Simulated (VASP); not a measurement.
AgBr: relaxation of cell and atoms with PBEsol

The system is AgBr.

```
Ag Br
1.0
     0.00000    2.83557    2.83557
     2.83557    0.00000    2.83557
     2.83557    2.83557    0.00000
Ag Br
1 1
Direct
  0.00000 0.00000 0.00000
  0.50000 0.50000 0.50000
```

```json
{"Program": "VASP 6.6.1", "Task": "relaxation of cell and atoms", "Functional": "PBEsol", "Potentials or basis": "VASP PAW PBE potentials, release 64 (Ag, Br)", "Cutoff": "600 eV", "k mesh": "8 × 8 × 8", "Occupations": "gaussian, width 0.03 eV", "Spin": "no spin polarisation", "Further INCAR settings": "ALGO = Normal; EDIFF = 1e-07; IBRION = 2; EDIFFG = -0.005; NSW = 90; ISIF = 3"}
```

- Relaxed volume: 22.82 Å³/atom
- Relaxed cell: a = 4.011 Å, b = 4.011 Å, c = 4.011 Å, α = 60.00°, β = 60.00°, γ = 60.00°
- Space group after relaxing (to 0.05 Å): Fm-3m (No. 225)
- Energy gained by relaxing: 0.0 meV/atom
- Ionic steps: 2
- Pressure after relaxing: 0.0 GPa
- Band gap on the k mesh: 0.50 eV, indirect (least direct gap 2.58 eV)

Final structure:
```xyz
2
Lattice="0.0000 2.8363 2.8363 2.8363 0.0000 2.8363 2.8363 2.8363 0.0000" Properties=species:S:1:pos:R:3 pbc="T T T"
Ag    2.8363    5.6727    2.8363
Br    2.8363    2.8363    2.8363
```

Levels at points of the mesh, in eV from the valence-band top:
| k point | band 5 | band 6 | band 7 | band 8 | band 9 | band 10 | band 11 | band 12 | band 13 |
| --- | --- | --- | --- | --- | --- | --- | --- | --- | --- |
| (0.00, 0.00, 0.00) | -2.98 | -2.98 | -2.08 | -2.08 | -2.08 | 0.50 | 9.80 | 9.80 | 9.80 |
| (0.50, 0.00, 0.00) | -2.64 | -2.64 | -2.28 | 0.00 | 0.00 | 3.44 | 6.56 | 6.56 | 6.73 |
| (0.50, 0.50, 0.00) | -3.06 | -2.80 | -2.52 | -2.52 | -2.40 | 1.39 | 6.84 | 9.05 | 11.08 |

Run time: 16 s on 1 thread of AMD EPYC 9R45 (Zen 5), on a shared host, peak memory 0.16 GiB.

Caveat: the PAW data sets were made with another functional, which shifts forces and pressure a little. As with any semilocal functional, this PBEsol gap is likely too small.
